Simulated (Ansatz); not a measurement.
Zone-centre phonons of AlAs at 1 GPa: input and output

These are results of Ansatz 0.2.0, DFT PBEsol, scalar-relativistic, plane waves, PAW, not measurements.

Launched with:
```bash
ansatz run input.yaml --threads 1 --pin off --max-ram 3072MiB --backend cpu --events-out ev --progress --plain --runs-dir out
```

Input (bare energies are in eV):
```yaml
crystal:
  lattice:
    - [0.0, 2.8246631035, 2.8246631035]
    - [2.8246631035, 0.0, 2.8246631035]
    - [2.8246631035, 2.8246631035, 0.0]
  atoms:
    - { symbol: Al, position: [0.0, 0.0, 0.0] }
    - { symbol: As, position: [0.75, 0.75, 0.75] }
basis:
  ecutwfc: 420
kpoints:
  mp_grid: { grid: [8, 8, 8] }
hamiltonian:
  xc: pbesol
scf:
  occupations: { method: fixed }
output:
  eigenvalues: true
phonons:
  method: dfpt
  dielectric: true
  rigid_motions: translations
  eigenvectors: true
```

Results section of the output:
```
--- Phonons (Γ-DFPT): 2 representative perturbations + reference, on 95 of 512 k-points (Σ response iterations 6) ---
  k mesh reduced under 4 symmetry operations, with k and −k counted as one. Each operation leaves every solved perturbation unchanged. A smaller set is not considered because the run solves the response ...
  ASR residual: 2.043e-4 → 0.000e0 eV/Å²; symmetrization residual: 2.177e-6 eV/Å²
  ASR residual per site (eV/Å²): 3.69e-5 2.04e-4
  Γ frequencies (cm⁻¹): 0.00 0.00 0.00 358.54 358.54 358.54
  ε∞ (high-frequency dielectric tensor):
        9.439818     0.000000    -0.000000
        0.000000     9.439818     0.000000
       -0.000000     0.000000     9.439818
  ε⁰ (static dielectric tensor: ions relaxed, cell fixed):
       11.412126     0.000000    -0.000000
        0.000000    11.412126    -0.000000
       -0.000000    -0.000000    11.412126
  ε⁰ − ε∞ (ionic part):
        1.972308     0.000000    -0.000000
        0.000000     1.972308    -0.000000
       -0.000000    -0.000000     1.972308
  softest optical mode at Γ: 358.54 cm⁻¹; the repairs (sum rule, projections) moved no ω² at Γ by more than (0.93 cm⁻¹)²
  Born effective charges Z* (e; rows j = field, columns β = displacement):
    site 0:
         2.14648   -0.00000   -0.00000
         0.00000    2.14648    0.00000
        -0.00000    0.00000    2.14648
    site 1:
        -2.14648    0.00000    0.00000
        -0.00000   -2.14648   -0.00000
         0.00000   -0.00000   -2.14648
  Z* charge neutrality: 2.508e-4 e pre-enforcement
  solved inside a basis spanned on kpoints, on 8×8×8 k-points, its susceptibility summed on 12×12×12: ε∞ is read to err by 3.0e-2, Z* by 1.6e-2 e (field_mesh: kpoints solves on kpoints); Z* is corrected for ...
  optical modes at Γ without the LO–TO term, one row a degenerate level:
      ω (cm⁻¹) modes IR ((D/Å)²/amu)
        358.54      3            16.0750
  optical modes at Γ + LO–TO along q̂ = [1.0000, 0.0000, 0.0000]:
      ω (cm⁻¹) modes IR ((D/Å)²/amu)
        358.54      2            10.7167
        394.23      1             5.3583
  optical modes at Γ + LO–TO along q̂ = [0.0000, 1.0000, 0.0000]:
      ω (cm⁻¹) modes IR ((D/Å)²/amu)
        358.54      2            10.7167
        394.23      1             5.3583
  optical modes at Γ + LO–TO along q̂ = [0.0000, 0.0000, 1.0000]:
      ω (cm⁻¹) modes IR ((D/Å)²/amu)
        358.54      2            10.7167
        394.23      1             5.3583
```

The run took 46 s on 1 thread of Intel(R) Xeon(R) Platinum 8375C CPU @ 2.90GHz (Ice Lake), on a shared host, peak memory 0.58 GiB.

The run warned that the force constants aren't converged on this k mesh, so the frequencies and all that is formed from them are rough.